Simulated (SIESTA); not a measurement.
# WS in SIESTA: convergence with real-space mesh cutoff

Input of the first run (real-space mesh cutoff 100 Ry); the others differ in this setting and in those tied to it:

WS.fdf

```
SystemName                      WS
SystemLabel                     WS
NumberOfSpecies                 2
NumberOfAtoms                   4
%block ChemicalSpeciesLabel
  1  74 W
  2  16 S
%endblock ChemicalSpeciesLabel

LatticeConstant                 1.0 Ang
%block LatticeVectors
     3.1835163551     0.0000000000     0.0000000000
    -1.5917581776     2.7570060369     0.0000000000
     0.0000000000     0.0000000000    31.9505778900
%endblock LatticeVectors
AtomicCoordinatesFormat         Fractional
%block AtomicCoordinatesAndAtomicSpecies
     0.3333333300     0.6666666600     0.2347375383  1  W
     0.6666666700     0.3333333400     0.2835461018  2  S
     0.6666666700     0.3333333400     0.7164538982  2  S
     0.3333333300     0.6666666600     0.7652624617  1  W
%endblock AtomicCoordinatesAndAtomicSpecies

%block kgrid.MonkhorstPack
    8   0   0  0.0
    0   8   0  0.0
    0   0   1  0.0
%endblock kgrid.MonkhorstPack
XC.Functional                   GGA
XC.Authors                      PBE
PAO.BasisSize                   DZP
PAO.EnergyShift                 0.003 Ry
Mesh.Cutoff                     100 Ry
OccupationFunction              FD
ElectronicTemperature           0.05 eV
Slab.DipoleCorrection           vacuum
MaxSCFIterations                120
SCF.MustConverge                false
SCF.Mixer.Method                Pulay
SCF.Mixer.Weight                0.25
SCF.Mixer.History               8
SCF.DM.Tolerance                5.0e-05
SCF.H.Tolerance                 1.0e-03 eV
WriteForces                     true
Charge.Mulliken                 end
%block PAO.Basis
  W 5
  n=5 0 2
    3.045 0.000
  n=6 0 2
    7.641 0.000
  n=5 1 2
    3.655 0.000
  n=6 1 1
    7.641
  n=5 2 2
    6.655 0.000
%endblock PAO.Basis
```

Potentials or basis: PseudoDojo 0.4 standard (PBE files), DZP (energy shift 0.003 Ry; two zetas on semicore shells).

Run with:

```console
$ siesta < WS.fdf > WS.out 2>&1
```

Hardware: 1 thread of Arm Neoverse V2 (shared host).

```
real-space mesh cutoff  energy less the tightest run, at zero smearing (meV/atom)  largest force (eV/Å)  SCF cycles  CPU time (s)  peak memory (GiB)
                100 Ry                                                     -11.16                 0.111          13           7.5               0.15
                150 Ry                                                      -2.48                 0.106          13            10               0.17
                200 Ry                                                      -1.98                 0.101          13            11               0.18
                300 Ry                                                      -0.56                 0.103          13            16               0.21
                400 Ry                                                      -0.22                 0.103          13            23               0.26
                500 Ry                                                      -0.13                 0.101          13            29                0.3
                700 Ry                                                      -0.03                 0.102          13            47               0.41
                900 Ry                                                      -0.02                 0.102          13            58               0.49
               1200 Ry                                                       0.00                 0.101          13            95               0.74
```

Against the tightest run, the energy stays within 1 meV/atom from 300 Ry on; the largest force stays within 0.005 eV/Å from 150 Ry on. Values are those asked for, which the program may round to a finer grid. The tightest run that finished is the yardstick and may itself not be fully converged.
